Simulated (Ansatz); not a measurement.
# ZrB2 (P6/mmm): comparison of functionals at one structure

How far apart do the functionals lie for ZrB2 (P6/mmm) at one structure? The task is a comparison of functionals at one structure, for ZrB2 (P6/mmm).

All numbers are computed with Ansatz 0.2.0 through its Python package. The levels of theory stand in the script.

### Step 1. Starting point

It takes space group P6/mmm (No. 191, hexagonal). The conventional cell has a = 3.170 Å, b = 3.170 Å, c = 3.533 Å, α = 90.00°, β = 90.00°, γ = 120.00°. Around Zr (site symmetry 6/mmm) lie 12 B at 2.54 Å. B (site symmetry -6m2) has 3 B at 1.83 Å and 6 Zr at 2.54 Å as nearest neighbours.

No structure file is read: the coordinates are typed or built in the script.

### Step 2. The code

zrb2_xc.py reads:

```python
# -*- coding: utf-8 -*-
"""One structure of ZrB2 under several functionals."""

import csv
import warnings

import ansatz
from ase import Atoms

warnings.simplefilter("ignore", ansatz.DeckWarning)

atoms = Atoms(
    ["Zr", "B", "B"],
    scaled_positions=[
        (0.0, 0.0, 0.0),
        (1 / 3, 2 / 3, 0.5),
        (2 / 3, 1 / 3, 0.5),
    ],
    cell=[
        (3.17, 0.0, 0.0),
        (-1.585, 2.7453, 0.0),
        (0.0, 0.0, 3.533),
    ],
    pbc=True,
)
xtal = ansatz.Crystal.from_ase(atoms)

calculation = (
    xtal.calculation()
    .scf(lower_state_search="off")
    .occupations("fermi_dirac", width=0.05)
    .mixing("msr1")
    .kpoints(10, 10, 8)
    .stress()
    .band_table()
)

rows = []
for value in ["blyp", "pbesol", "revpbe", "pbe", "lda"]:
    r = calculation.functional(value).run().report
    rows.append((value, r["free_energy_ev"] / len(r["lattice"]["sites"]), r["n_iterations"], sum(r["stress_gpa"][i][i] for i in range(3)) / 3, r["gap_by_band_count_ev"], r["n_kpoints"]))

with open("xc.csv", "w", newline="") as handle:
    writer = csv.writer(handle)
    writer.writerow(["functional", "F/atom (eV)", "iterations", "P (GPa)", "gap by band count (eV)", "k-points"])
    writer.writerows([round(v, 5) if isinstance(v, float) else v for v in row] for row in rows)
print(open("xc.csv").read())
```

### Step 3. The input behind the calls

The package turns the script's settings into the engine's input (first run):

```yaml
crystal:
  lattice:
    - [3.17, 0.0, 0.0]
    - [-1.585, 2.7453, 0.0]
    - [0.0, 0.0, 3.533]
  atoms:
    - { symbol: Zr, position: [0.0, 0.0, 0.0] }
    - { symbol: B, position: [0.3333333333333333, 0.6666666666666666, 0.5] }
    - { symbol: B, position: [0.6666666666666666, 0.3333333333333333, 0.5] }
kpoints:
  mp_grid:
    grid: [10, 10, 8]
hamiltonian:
  xc: blyp
scf:
  lower_state_search: "off"
  mixing:
    algorithm: msr1
  occupations:
    method: fermi_dirac
    width: 0.05
output:
  stress: true
  eigenvalues: true
```

### Step 4. Running it

Command:

```bash
python zrb2_xc.py
```

**Question.** Rank the functionals by the pressure that they give at this structure. What does the order say about their lattices?

The runs gave:

| quantity | value |
| --- | --- |
| runs compared | 5 |
| pressure at this cell | -8.8 (lda) to 7.3 GPa (blyp) |

What this shows: From lowest to highest: LDA (-8.8 GPa), PBEsol (-4.1 GPa), PBE (0.8 GPa), revPBE (3.5 GPa) and BLYP (7.3 GPa). At a fixed cell a lower pressure usually means a smaller equilibrium volume, so LDA prefers the smallest cell and BLYP the largest. Reading the output:
- The mesh is modest for a metal, so energies can be off by several to tens of meV an atom and pressures by half a GPa or more; differences at equal mesh fare better.
- Pressure is positive in compression.
- Total energies of different functionals can't be compared; pressures, moments and gaps at this one structure can.
